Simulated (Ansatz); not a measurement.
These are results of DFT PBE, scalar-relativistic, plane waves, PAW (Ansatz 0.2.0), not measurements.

Cutoff 420 eV; k points 10×10×10 on the computed 2-atom cell (Γ-centred); Gaussian smearing, width 0.02 eV; no spin polarisation.

Structure with the computed forces (eV/Å) in the last three columns:

```xyz
2
Lattice="0.0000 2.1123 2.1123 2.1733 0.0000 2.1123 2.1733 2.1123 0.0000" Properties=species:S:1:pos:R:3:forces:R:3 pbc="T T T" pressure_GPa=-22.31
Al    2.0665    2.1123    2.1123    0.5010    0.0000    0.0000
N     0.1068    0.0000    0.0000   -0.5010    0.0000    0.0000
```

Stress tensor (GPa, compression positive):

```
-14.91   0.00   0.00
  0.00 -26.01   0.00
  0.00   0.00 -26.01
```

This rock-salt form isn't the usual stable structure of the compound.